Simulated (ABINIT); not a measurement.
Crystal: MgO.

```
Mg O
1.0
     0.00000    2.09700    2.09700
     2.09700    0.00000    2.09700
     2.09700    2.09700    0.00000
Mg O
1 1
Direct
  0.00000 0.00000 0.00000
  0.50000 0.50000 0.50000
```

The cell is a database's computed one.

Base run:

- Program: ABINIT 10.8.3 (patched build)
- Functional: WC
- Potentials or basis: JTH PAW PBE v2.0
- Cutoff: 762 eV
- k mesh: 11 × 11 × 11
- Occupations: fermi-dirac, width 0.05 eV
- Spin: no spin polarisation

Its results: band gap on the k mesh 4.79 eV, direct; pressure 2.2 GPa.

Problem. The run is repeated on the same cell with these changes: functional from WC to PBE. What comes out?

Solution. Band gap on the k mesh 4.86 eV, direct; pressure 6.6 GPa.

PBE binds less tightly than WC, so the same cell stands under more pressure.

Caveats: the PAW data sets were made with another functional, which shifts forces and pressure a little (some runs).
